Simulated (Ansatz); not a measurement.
**GaN: band gap under strain**

Aim: follow the gap of zincblende GaN through these states: +2.0 % strain along z alone; +3.0 % strain along z alone; +4.0 % strain along z alone. The table at the end shows which levels were run.

The runs shown are made with Ansatz 0.2.0. PAW datasets, plane waves. (Simulation; spin polarisation is off.)

## 1. The system as given

The unstrained cell was relaxed with r2SCAN; in each strained cell the atoms were relaxed again with r2SCAN. Names of k-points are those of the unstrained zone, where strain can split equivalent points. First state: +2.0 % strain along z alone.

The symmetry is I-4m2 (No. 119, tetragonal); a = 3.180 Å, c = 4.588 Å in the conventional setting, 11.60 Å³ an atom. Around Ga lie 4 N at 1.96 Å; around N lie 4 Ga at 1.96 Å.

The structure in full:

```cif
data_structure
_symmetry_space_group_name_H-M 'I-4m2'
_symmetry_Int_Tables_number 119
_cell_length_a 3.1805
_cell_length_b 3.1805
_cell_length_c 4.5879
_cell_angle_alpha 90.000
_cell_angle_beta 90.000
_cell_angle_gamma 90.000
_cell_volume 46.41
loop_
_atom_site_label
_atom_site_type_symbol
_atom_site_symmetry_multiplicity
_atom_site_Wyckoff_symbol
_atom_site_fract_x
_atom_site_fract_y
_atom_site_fract_z
_atom_site_occupancy
Ga1 Ga 2 a 0.00000 0.00000 0.00000 1
N1 N 2 d 0.50000 0.00000 0.25000 1
```

From earlier runs on the unstrained cell: PBE 1.76 eV, r2SCAN 2.17 eV, HSE06 3.01 eV, r2SCAN+SOC 2.17 eV, G0W0 2.86 eV (on its mesh); a = 4.498 Å.

## 2. +2.0 % strain along z alone: PBE

input.yaml reads:

```yaml
crystal:
  lattice:
    - [0.0, 2.2489525411, 2.2939315919]
    - [2.2489525411, 0.0, 2.2939315919]
    - [2.2489525411, 2.2489525411, 0.0]
  atoms:
    - { symbol: Ga, position: [0.0, 0.0, 0.0] }
    - { symbol: "N", position: [0.25, 0.25, 0.25] }
kpoints:
  mp_grid: { grid: [10, 10, 10] }
  band_path:
    path:
      - [0.0, 0.0, 0.0]
      - [-0.5, -0.5, 0.0]
      - [-0.375, -0.375, 0.25]
      - [-0.375, 0.0, 0.375]
      - [0.0, 0.0, 0.5]
      - [-0.5, -0.25, 0.25]
    npoints: 1
hamiltonian:
  xc: pbe
scf:
  occupations: { method: fermi_dirac, width: 0.02 }
  n_extra_bands: 4
output:
  forces: true
  stress: true
  eigenvalues: true
```

On the command line:

```console
$ ansatz run input.yaml --threads 2 --pin off --max-ram 20275MiB --backend cpu --events-out ev --progress --plain --runs-dir out
```

Further steps of the session: +2.0 % strain along z alone: r2SCAN; +2.0 % strain along z alone: HSE06; +2.0 % strain along z alone: r2SCAN+SOC; +2.0 % strain along z alone: r2SCAN; +2.0 % strain along z alone: G0W0@PBE; +3.0 % strain along z alone: PBE; +3.0 % strain along z alone: r2SCAN; +3.0 % strain along z alone: HSE06; +3.0 % strain along z alone: r2SCAN+SOC; +3.0 % strain along z alone: r2SCAN; +3.0 % strain along z alone: G0W0@PBE; +4.0 % strain along z alone: PBE; +4.0 % strain along z alone: r2SCAN; +4.0 % strain along z alone: HSE06; +4.0 % strain along z alone: r2SCAN+SOC; +4.0 % strain along z alone: r2SCAN; +4.0 % strain along z alone: G0W0@PBE.

What does the calculation give?

The runs gave:

Least gap in eV (negative: overlap), with the change from the unstrained cell in brackets. G0W0 is on its own coarse mesh.

| state | volume change (%) | PBE | r2SCAN | HSE06 | G0W0 |
| --- | --- | --- | --- | --- | --- |
| +2.0 % strain along z alone | +2.0 | 1.60 (-0.16) | 2.00 (-0.17) | 2.83 (-0.18) | 2.66 (-0.20) |
| +3.0 % strain along z alone | +3.0 | 1.52 (-0.24) | 1.92 (-0.25) | 2.74 (-0.27) | 2.55 (-0.31) |
| +4.0 % strain along z alone | +4.0 | 1.43 (-0.33) | 1.83 (-0.34) | 2.64 (-0.37) | 2.44 (-0.42) |

In words: With HSE06, of the states in the table +4.0 % strain along z alone shifts the gap most, by -0.360 eV. PBE and HSE06 differ by 1.25 eV on the unstrained gap, and by at most 0.04 eV on its change: the two disagree on the size of the gap but agree on its response to strain. The G0W0 figures hold for the stated bands, cutoff and mesh and aren't extrapolated.
